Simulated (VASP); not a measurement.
The system is CdSe.

```
Cd Se
1.0
     0.00000    3.07027    3.07027
     3.07027    0.00000    3.07027
     3.07027    3.07027    0.00000
Cd Se
1 1
Direct
  0.00000 0.00000 0.00000
  0.25000 0.25000 0.25000
```

Measurements of this composition are mostly on another form, of space group No. 186.

Base run:

* Program: VASP 6.6.1
* Functional: r2SCAN
* Potentials or basis: VASP PAW PBE potentials, release 64 (Cd, Se)
* Cutoff: 520 eV
* k mesh: 8 × 8 × 8
* Occupations: fermi-dirac, width 0.03 eV
* Spin: no spin polarisation

Its results: band gap on the k mesh 1.02 eV, direct; pressure 0.1 GPa.

Problem. The run is repeated on the same cell with these changes: functional from r2SCAN to PBEsol; further incar settings from ALGO = Normal; EDIFF = 1e-07; NBANDS = 16 to ALGO = Fast; EDIFF = 1e-07; NBANDS = 16. What comes out?

Solution. Band gap on the k mesh 0.43 eV, direct; pressure -1.1 GPa.

Caveats: the PAW data sets were made with another functional, which shifts forces and pressure a little.

